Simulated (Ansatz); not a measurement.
The structure below was relaxed with Kohn–Sham DFT with the r2SCAN functional, run in Ansatz (a program for electronic structure) with PAW and 500 eV plane waves, spin-orbit coupling left out, at pressure −2 GPa.

Space group F-43m (No. 216); a = b = c = 6.2592 Å, α = β = γ = 90.00°

| atom | site | symmetry | x | y | z |
|---|---|---|---|---|---|
| Sb | 4d | -43m | 0.7500 | 0.7500 | 0.7500 |
| Al | 4a | -43m | 0.0000 | 0.0000 | 0.0000 |

Problem. Write out a cell with all atoms.

Solution. 
```
AlSb
1.0
    6.25921     0.00000     0.00000
    0.00000     6.25921     0.00000
    0.00000     0.00000     6.25921
Sb Al
4 4
Direct
  0.25000   0.25000   0.75000
  0.25000   0.75000   0.25000
  0.75000   0.25000   0.25000
  0.75000   0.75000   0.75000
  0.00000   0.00000   0.00000
  0.00000   0.50000   0.50000
  0.50000   0.00000   0.50000
  0.50000   0.50000   0.00000
```
This is the conventional cell.

Load acts through the strain it causes; cell and atoms are relaxed under it. Whether these cells are dynamically stable was not tested. The cell was made from AlSb in the zinc blende structure (space group F-43m, No. 216) by this change: pressure −2 GPa.
